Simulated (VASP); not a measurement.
Write the native input for VASP 6.6.1 that does the following.

```yaml
Task: band structure
Functional: HSE06
Potentials_or_basis: VASP PAW PBE potentials, release 64 (Ga_d, P)
Cutoff: 520 eV
k_mesh: 4 × 4 × 4
Occupations: gaussian, width 0.03 eV
Spin: spin-orbit coupling, no magnetisation
Grid_for_exact_exchange_PRECFOCK: Fast
Screening_parameter: 0.2 1/A
Further_INCAR_settings: ALGO = Normal; EDIFF = 1e-07
```

The system is GaP.

```
Ga P
1.0
     0.00000    2.71842    2.71842
     2.71842    0.00000    2.71842
     2.71842    2.71842    0.00000
Ga P
1 1
Direct
  0.00000 0.00000 0.00000
  0.25000 0.25000 0.25000
```

These files were run (other wordings do the same):

POSCAR

```
GaP                                     
1.0
    0.0000000000      2.7184163014      2.7184163014
    2.7184163014      0.0000000000      2.7184163014
    2.7184163014      2.7184163014      0.0000000000
  Ga              P             
     1     1
Direct
     0.0000000000000000    0.0000000000000000    0.0000000000000000
     0.2500000000000000    0.2500000000000000    0.2500000000000000
```

INCAR.step1

```
PREC = Accurate
ENCUT = 520
EDIFF = 1E-5
ISMEAR = 0
SIGMA = 0.03
LREAL = F
LASPH = T
NELM = 80
ALGO = Normal
ISIF = 2
LWAVE = T
LCHARG = F
MAGMOM = 0 0 0 0 0 0
LORBIT = 11
LSORBIT = T
GGA_COMPAT = F
KPAR = 4
GGA = PE
```

INCAR.step2

```
PREC = Accurate
ENCUT = 520
EDIFF = 1E-7
ISMEAR = 0
SIGMA = 0.03
LREAL = F
LASPH = T
NELM = 80
ALGO = Normal
ISIF = 2
LWAVE = F
LCHARG = F
MAGMOM = 0 0 0 0 0 0
LORBIT = 11
LSORBIT = T
GGA_COMPAT = F
GGA = PE
LHFCALC = T
HFSCREEN = 0.2
PRECFOCK = Fast
KPAR = 4
ISTART = 1
```

KPOINTS

```
Automatic mesh
0
Gamma
  4 4 4
```

KPOINTS_OPT

```
explicit points
6
Reciprocal
 0.0000000000  0.0000000000  0.0000000000 1
 0.3750000000  0.3750000000  0.7500000000 1
 0.5000000000  0.5000000000  0.5000000000 1
 0.6250000000  0.2500000000  0.6250000000 1
 0.5000000000  0.2500000000  0.7500000000 1
 0.5000000000  0.0000000000  0.5000000000 1
```

Potentials or basis: VASP PAW PBE potentials, release 64 (Ga_d, P).

Launch:

```bash
$ cat potpaw_PBE.64/Ga_d/POTCAR potpaw_PBE.64/P/POTCAR > POTCAR
$ cp INCAR.step1 INCAR
$ mpirun -np 4 vasp_ncl > vasp.out
$ cp INCAR.step2 INCAR
$ mpirun -np 4 vasp_ncl > vasp.out
```

It gave:

The pressure is 1.6 GPa and the valence electrons inside the program's atomic spheres are Ga 11.71; P 2.58.

Caveat: the k mesh is coarse (spacing up to 0.50 Å⁻¹), so the values aren't converged, least of all with exact exchange; the PAW data sets were made with another functional, which shifts forces and pressure a little.

It took 7.5 min on 4 MPI ranks on Intel(R) Xeon(R) Platinum 8488C (Sapphire Rapids), on a shared host, peak memory 0.36 GiB a rank.
